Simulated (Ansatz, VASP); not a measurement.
# Two plane-wave programs on AgCl

```xyz
2
Lattice="0.0000 2.7732 2.7732 2.7732 0.0000 2.7732 2.7732 2.7732 0.0000" Properties=species:S:1:pos:R:3 pbc="T T T"
Ag    0.0000    0.0000    0.0000
Cl    2.7732    2.7732    2.7732
```

The cell was built by a generator and needn't be a form met in nature.

Alike in both runs: task single point; functional HSE06; k mesh 4 × 4 × 4; no spin polarisation.

|  | VASP | Ansatz |
| --- | --- | --- |
| version | VASP 6.6.1 | Ansatz 0.2.0 |
| potentials or method | VASP PAW PBE potentials, release 64 (Ag, Cl) | plane waves, PAW |
| plane-wave cutoff (eV) | 520 | 420 |
| occupations | gaussian, width 0.01 eV | fixed |
| valence electrons in the cell | 18 | 26 |

|  | VASP | Ansatz | Ansatz less VASP |
| --- | --- | --- | --- |
| gap on the k mesh at the Fermi level (eV) | 2.40 | 2.42 | +0.020 |
| pressure (GPa) | 1.3 | 1.5 | +0.19 |

The two sets of potentials don't hold the same shells in valence. Ansatz warned: «stress_exchange_threshold_loose».

Caveats: the k mesh is coarse (spacing up to 0.49 Å⁻¹), so the values aren't converged, least of all with exact exchange; the PAW data sets were made with another functional, which shifts forces and pressure a little (VASP). A k mesh can miss the band edges.
